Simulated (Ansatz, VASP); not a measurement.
**One calculation of AlNi, two programs**

```
CELL_PARAMETERS angstrom
2.93750 0.00000 0.00000
0.00000 2.93750 0.00000
0.00000 0.00000 2.93750
ATOMIC_POSITIONS crystal
Ni 0.50000 0.50000 0.50000
Al 0.00000 0.00000 0.00000
```

Change from the starting cell: volume scaled by 1.06.

Alike in both runs: task single point; functional PBEsol; k mesh 9 × 9 × 9; occupations fermi-dirac, width 0.05 eV; collinear spin, ferromagnetic start.

```csv
,VASP,Ansatz
version,VASP 6.6.1,Ansatz 0.2.0
potentials or method,"VASP PAW PBE potentials, release 64 (Ni, Al)",Ansatz PAW
plane-wave cutoff (eV),520,420
valence electrons in the cell,13,21
```

|  | VASP | Ansatz | Ansatz less VASP |
| --- | --- | --- | --- |
| gap on the k mesh at the Fermi level (eV) | none | none | - |
| pressure (GPa) | -11.4 | -11.5 | -0.13 |
| net moment per atom (μB) | 0.00 | 0.00 | 0.000 |

A gap of «none» marks a metal or a gap that the smearing closes. With one functional, cell and mesh, what is left measures potentials, basis and numerics. The two sets of potentials don't hold the same shells in valence.

Caveats: the PAW data sets were made with another functional, which shifts forces and pressure a little (VASP); the PAW data sets come from PBE, with cores solved anew for the run's functional, which leaves a small shift of forces and pressure (Ansatz); the starting moments weren't kept (Ansatz).
